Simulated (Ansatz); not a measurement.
**Ge: a sweep of LAPW's basis error target**

An exercise on one series of results from a longer session: the logs are not shown, and one member is left open.

Method: DFT, PBE, all-electron LAPW, scalar-relativistic, in Ansatz 0.2.0.

**The system as given**

It takes space group Fd-3m (No. 227, cubic). Conventional cell: a = 5.658 Å, b = 5.658 Å, c = 5.658 Å, α = 90.00°, β = 90.00°, γ = 90.00°. Ge (site symmetry -43m) is surrounded by 4 Ge at 2.45 Å.

As a file:

```cif
data_structure
_symmetry_space_group_name_H-M 'P 1'
_symmetry_Int_Tables_number 1
_cell_length_a 4.0005
_cell_length_b 4.0005
_cell_length_c 4.0005
_cell_angle_alpha 60.000
_cell_angle_beta 60.000
_cell_angle_gamma 60.000
_cell_volume 45.27
loop_
_atom_site_label
_atom_site_type_symbol
_atom_site_fract_x
_atom_site_fract_y
_atom_site_fract_z
_atom_site_occupancy
Ge1 Ge 0.50000 0.50000 0.50000 1
Ge2 Ge 0.75000 0.75000 0.75000 1
```

The geometry is a database entry used as it stands. It may stem from high pressure or temperature, or be incomplete, so it serves as a test cell.

Atoms are numbered in the order of the input: Ge1, Ge2.

Set-up of the first run:

Input file input.yaml:

```yaml
crystal:
  lattice:
    - [0.0, 2.82877, 2.82877]
    - [2.82877, 0.0, 2.82877]
    - [2.82877, 2.82877, 0.0]
  atoms:
    - { symbol: Ge, position: [0.5, 0.5, 0.5] }
    - { symbol: Ge, position: [0.75, 0.75, 0.75] }
kpoints:
  mp_grid: { grid: [10, 10, 10] }
scf:
  occupations: { method: fermi_dirac, width: 0.05 }
hamiltonian:
  xc: pbe
  pseudopotentials: { kind: all_electron, lapw: { basis_error: 0.03 } }
output:
  forces: true
  stress: true
  eigenvalues: true
```

Steps of the session up to this table: With basis error target 0.03 eV/atom; With basis error target 0.01 eV/atom; With basis error target 0.003 eV/atom; With basis error target 0.0001 eV/atom.

One table of the session follows, with a row left open; its other results are not shown here.

```
basis error target (eV/atom)  pressure (GPa)
                        0.03            3.77
                        0.01               ?
                       0.003            3.66
                      0.0001            3.65
```

Estimate the missing values for basis error target (eV/atom) = 0.01.

Worked estimate for «pressure (GPa)». A straight line through the neighbours (0.03, 3.77) and (0.003, 3.66) gives 3.77 + (3.66 − 3.77) × (0.01 − 0.03) / (0.003 − 0.03) = 3.69; a parabola fitted to 3 rows on both sides gives 3.69.

**Answer.** pressure (GPa): 3.69. In «pressure (GPa)» the line misses by 0.00 and the parabola by 0.00.

Energies are those extrapolated to zero smearing.
